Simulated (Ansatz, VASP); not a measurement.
## Ca in VASP and in Ansatz

The input INCAR:

```
PREC = Accurate ; ENCUT = 520
EDIFF = 1E-7 ; ISMEAR = 0
SIGMA = 0.15 ; LREAL = F
LASPH = T ; NELM = 100
ALGO = Normal ; ISIF = 2
LWAVE = F ; LCHARG = F
GGA = PS ; NBANDS = 11
```

KPOINTS

```
Automatic mesh
0
Gamma
  14 14 14
```

The input POSCAR:

```
Ca
1.0
    0.0000000000      2.7942000000      2.7942000000
    2.7942000000      0.0000000000      2.7942000000
    2.7942000000      2.7942000000      0.0000000000
Ca
1
Direct
    0.0000000000      0.0000000000      0.0000000000
```

Input for Ansatz:

```yaml
crystal:
  lattice:
    - [0.0, 2.7942, 2.7942]
    - [2.7942, 0.0, 2.7942]
    - [2.7942, 2.7942, 0.0]
  atoms:
    - { symbol: Ca, position: [0.0, 0.0, 0.0] }
basis:
  ecutwfc: 420
kpoints:
  mp_grid: { grid: [14, 14, 14] }
hamiltonian:
  xc: pbesol
scf:
  occupations: { method: gaussian, width: 0.15 }
output:
  forces: true
  stress: true
  eigenvalues: true
```

Alike in both runs: task single point; functional PBEsol; k mesh 14 × 14 × 14; occupations gaussian, width 0.15 eV; no spin polarisation.

|  | VASP | Ansatz |
| --- | --- | --- |
| version | VASP 6.6.1 | Ansatz 0.2.0 |
| potentials or method | VASP PAW PBE potentials, release 64 (Ca_sv) | scalar-relativistic, plane waves, PAW |
| plane-wave cutoff (eV) | 520 | 420 |
| valence electrons in the cell | 10 | 10 |

```csv
,VASP,Ansatz,Ansatz less VASP
gap on the k mesh at the Fermi level (eV),none,none,-
pressure (GPa),-1.2,-1.2,-0.01
```

A gap of «none» marks a metal or a gap that the smearing closes.

Caveats: the PAW data sets were made with another functional, which shifts forces and pressure a little (VASP).
